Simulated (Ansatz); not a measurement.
Here is an Ansatz 0.2.0 calculation.

The input input.yaml:

```yaml
crystal:
  lattice:
    - [2.95, 0.0, 0.0]
    - [-1.475, 2.5547749412, 0.0]
    - [0.0, 0.0, 4.68]
  atoms:
    - { symbol: Ti, position: [0.6666666667, 0.3333333333, 0.75] }
    - { symbol: Ti, position: [0.3333333333, 0.6666666667, 0.25] }
hamiltonian:
  xc: pbe
  pseudopotentials: { kind: paw }
kpoints:
  mp_grid: { grid: [10, 10, 6] }
scf:
  occupations: { method: gaussian, width: 0.012 }
output:
  forces: true
  stress: true
  eigenvalues: true
```

Potentials or basis: Ansatz PAW.

Run with:

```bash
$ ansatz run input.yaml --threads 2 --pin off --max-ram 5632MiB --backend cpu --events-out ev --progress --plain --runs-dir out
```

(1) Estimate the band gap on the k mesh.

(2) What does it give for the pressure?

Answers

(1) none (metal or under the smearing width).

(2) -1.4 GPa.
